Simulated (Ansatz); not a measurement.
# TePb, space group Pnma: a band structure

Program: Ansatz 0.2.0 through its Python package.

The cells in order, each with its output:

**Cell 1**
```python
import warnings

import ansatz as az
from ase import Atoms
import numpy as np

warnings.simplefilter("ignore", az.DeckWarning)
```

**Cell 2**
```python
atoms = Atoms(
    ["Te", "Te", "Te", "Te", "Pb", "Pb", "Pb", "Pb"],
    scaled_positions=[
        (0.24891, 0.75, 0.08338),
        (0.74891, 0.75, 0.41662),
        (0.25109, 0.25, 0.58338),
        (0.75109, 0.25, 0.91662),
        (0.00153, 0.75, 0.74875),
        (0.50153, 0.75, 0.75125),
        (0.49847, 0.25, 0.24875),
        (0.99847, 0.25, 0.25125),
    ],
    cell=[
        (7.97174, 0.0, 0.0),
        (0.0, 4.57058, 0.0),
        (0.0, 0.0, 7.91497),
    ],
    pbc=True,
)
structure = az.Crystal.from_ase(atoms)
```

**Cell 3**
```python
structure.resolved().sites[-1]
```
Output:
```text
Site(symbol='Pb', position=(0.99847, 0.25, 0.25125), moment=None, axis=None, held=None, saved=None)
```

**Cell 4**
```python
# high-symmetry points in fractions of the reciprocal vectors
path = [
    ("G", (0.0, 0.0, 0.0)),
    ("X", (0.5, 0.0, 0.0)),
    ("S", (0.5, 0.5, 0.0)),
    ("Y", (0.0, 0.5, 0.0)),
    ("G", (0.0, 0.0, 0.0)),
    ("Z", (0.0, 0.0, 0.5)),
]
setup = (
    structure.calculation()
    .functional("pbesol", dispersion="d3bj")
    .basis(16 * az.Ha)
    .kpoints(2, 4, 4)
    .occupations(az.OccupationsMethod.FERMI_DIRAC, width=0.01)
    .band_structure([point for _, point in path], intervals=10)
    .scf(extra_bands=6)
    .electric_field_gradient()
)
def show(event):
    row = event["data"]
    if event["event"] == "scf_iter" and row.get("harris_foulkes_ev") is not None:
        print(f"  iteration {row['iter']:3d}  Harris-Foulkes {row['harris_foulkes_ev']:.5f} eV  residual {row['dr2_ev']:.2e}")
```

**Cell 5**
```python
result = setup.session().plan().execute(on_event=show)
data = result.report
```
Output:
```text
  iteration   1  Harris-Foulkes -74631.27048 eV  residual 1.52e-02
  iteration   2  Harris-Foulkes -74631.26070 eV  residual 3.34e-03
  iteration   3  Harris-Foulkes -74631.26060 eV  residual 1.50e-04
  iteration   4  Harris-Foulkes -74631.26061 eV  residual 3.90e-05
  iteration   5  Harris-Foulkes -74631.26069 eV  residual 1.92e-06
  iteration   6  Harris-Foulkes -74631.26070 eV  residual 7.14e-08
```

**Cell 6**
```python
[(site.symbol, site.position_frac.round(4).tolist()) for site in result.lattice.sites]
```
Output:
```text
[(<Element.TE: 'Te'>, [0.2489, 0.75, 0.0834]), (<Element.TE: 'Te'>, [0.7489, 0.75, 0.4166]),
 (<Element.TE: 'Te'>, [0.2511, 0.25, 0.5834]), (<Element.TE: 'Te'>, [0.7511, 0.25, 0.9166]),
 (<Element.PB: 'Pb'>, [0.0015, 0.75, 0.7488]), (<Element.PB: 'Pb'>, [0.5015, 0.75, 0.7512]),
 (<Element.PB: 'Pb'>, [0.4985, 0.25, 0.2488]), (<Element.PB: 'Pb'>, [0.9985, 0.25, 0.2512])]
```

**Cell 7**
```python
type(result).__name__, type(data).__name__
```
Output:
```text
('RunOutcome', 'dict')
```

**Cell 8**
```python
for key in ("converged", "n_iterations", "n_electrons", "n_kpoints", "n_pw", "n_symmetry_ops", "free_energy_ev", "fermi_energy_ev"):
    print(f"{key:18s} {data[key]}")
```
Output:
```text
converged          True
n_iterations       6
n_electrons        120.0
n_kpoints          18
n_pw               5983
n_symmetry_ops     8
free_energy_ev     -74631.26069554329
fermi_energy_ev    8.06210049474266
```

**Cell 9**
```python
terms = data["components"]
{name: round(terms[name], 3) for name in ("e_kinetic", "e_hartree", "e_xc", "e_local", "e_nonlocal", "e_ewald", "e_paw") if name in terms}
```
Output:
```text
{'e_kinetic': 1868.829,
 'e_hartree': 5196.089,
 'e_xc': -1368.427,
 'e_local': -10019.274,
 'e_nonlocal': 176.535,
 'e_ewald': -11129.148,
 'e_paw': -59354.575}
```

**Cell 10**
```python
for row in data["efg"]:
    print({k: round(v, 4) if isinstance(v, float) else v for k, v in row.items() if not isinstance(v, (list, dict))})
```
Output:
```text
{'site': 1, 'element': 'Te', 'v_zz_1e21_v_m2': 6.9487, 'eta': 0.2878, 'by_run_symmetry': 'allowed', 'electrostatic_potential_v': -8648.065}
{'site': 2, 'element': 'Te', 'v_zz_1e21_v_m2': 6.9487, 'eta': 0.2878, 'by_run_symmetry': 'allowed', 'electrostatic_potential_v': -8648.065}
{'site': 3, 'element': 'Te', 'v_zz_1e21_v_m2': 6.9487, 'eta': 0.2878, 'by_run_symmetry': 'allowed', 'electrostatic_potential_v': -8648.065}
{'site': 4, 'element': 'Te', 'v_zz_1e21_v_m2': 6.9487, 'eta': 0.2878, 'by_run_symmetry': 'allowed', 'electrostatic_potential_v': -8648.065}
{'site': 5, 'element': 'Pb', 'v_zz_1e21_v_m2': -3.5865, 'eta': 0.0282, 'by_run_symmetry': 'allowed', 'electrostatic_potential_v': -17477.2674}
{'site': 6, 'element': 'Pb', 'v_zz_1e21_v_m2': -3.5865, 'eta': 0.0282, 'by_run_symmetry': 'allowed', 'electrostatic_potential_v': -17477.2674}
{'site': 7, 'element': 'Pb', 'v_zz_1e21_v_m2': -3.5865, 'eta': 0.0282, 'by_run_symmetry': 'allowed', 'electrostatic_potential_v': -17477.2674}
{'site': 8, 'element': 'Pb', 'v_zz_1e21_v_m2': -3.5865, 'eta': 0.0282, 'by_run_symmetry': 'allowed', 'electrostatic_potential_v': -17477.2674}
```

**Cell 11**
```python
bands = result.band_structure()
fermi = bands.fermi_energy_ev
print(f"zero of the bands: {fermi:.3f} eV, the Fermi level found on the SCF mesh")
for spin, channel in enumerate(bands.channels):
    levels = channel.eigenvalues_ev - fermi
    crossing = [b for b in range(levels.shape[1]) if levels[:, b].min() < 0 < levels[:, b].max()]
    print(f"channel {spin}: bands that cross the Fermi level on this path:", [b + 1 for b in crossing] or "none")
    shown = crossing or sorted(np.argsort(np.abs(levels).min(axis=0))[:2])
    for k, row in zip(bands.kpoints_frac, levels[:, shown]):
        print(f"{k[0]:7.3f} {k[1]:7.3f} {k[2]:7.3f}  ", " ".join(f"{e:8.3f}" for e in row))
```
Output:
```text
zero of the bands: 8.062 eV, the Fermi level found on the SCF mesh
channel 0: bands that cross the Fermi level on this path: [60]
  0.000   0.000   0.000     -0.087
  0.050   0.000   0.000     -0.195
  0.100   0.000   0.000     -0.348
  0.150   0.000   0.000     -0.500
  0.200   0.000   0.000     -0.646
  0.250   0.000   0.000     -0.786
  0.300   0.000   0.000     -0.918
  0.350   0.000   0.000     -1.044
  0.400   0.000   0.000     -1.162
  0.450   0.000   0.000     -1.241
  0.500   0.000   0.000     -1.283
  0.500   0.050   0.000     -1.022
  0.500   0.100   0.000     -0.799
  0.500   0.150   0.000     -0.679
  0.500   0.200   0.000     -0.647
  0.500   0.250   0.000     -0.669
  0.500   0.300   0.000     -0.725
  0.500   0.350   0.000     -0.808
  0.500   0.400   0.000     -0.917
  0.500   0.450   0.000     -1.050
  0.500   0.500   0.000     -1.196
  0.450   0.500   0.000     -1.110
  0.400   0.500   0.000     -1.088
  0.350   0.500   0.000     -1.109
  0.300   0.500   0.000     -1.105
  0.250   0.500   0.000     -0.996
  0.200   0.500   0.000     -0.812
  0.150   0.500   0.000     -0.620
  0.100   0.500   0.000     -0.454
  0.050   0.500   0.000     -0.342
  0.000   0.500   0.000     -0.302
  0.000   0.450   0.000     -0.143
  0.000   0.400   0.000     -0.019
  0.000   0.350   0.000      0.046
  0.000   0.300   0.000      0.030
  0.000   0.250   0.000     -0.074
  0.000   0.200   0.000     -0.257
  0.000   0.150   0.000     -0.491
  0.000   0.100   0.000     -0.545
  0.000   0.050   0.000     -0.218
  0.000   0.000   0.000     -0.087
  0.000   0.000   0.050     -0.133
  0.000   0.000   0.100     -0.259
  0.000   0.000   0.150     -0.444
  0.000   0.000   0.200     -0.665
  0.000   0.000   0.250     -0.902
  0.000   0.000   0.300     -0.958
  0.000   0.000   0.350     -0.964
  0.000   0.000   0.400     -0.975
  0.000   0.000   0.450     -0.991
  0.000   0.000   0.500     -1.010
```

Notes:
- Total energies depend on the potentials; only differences at equal settings carry meaning. A total without «per atom» is that of the whole cell that was run.
- The energy terms are those on the plane-wave grid, with the one-centre PAW part apart; the terms shown are only some of the summands, so they needn't add up to F.
- The computed bands are complete only to about 2.0 eV above the Fermi level.
- Only differences from the Fermi energy are physical; the zero of the scale is a convention.
- Within a few hundredths of an angstrom the cell has the higher group P6_3/mmc; the lower one is a small distortion.
- The gap on the mesh is very small: such values hang on mesh and functional, which can close or open them.
- Spin-orbit coupling, which matters for elements this heavy, is left out.
- The structure comes from a database of computed cells and needn't be a stable or known phase.
- Gaps and levels are Kohn-Sham values on a finite set of k-points, without spin-orbit coupling.
- The script silences the warnings on its input, which a real study should read.
- Hardware and time: 46 s on 1 thread of Arm Neoverse V1, on a shared host, peak memory 0.82 GiB.
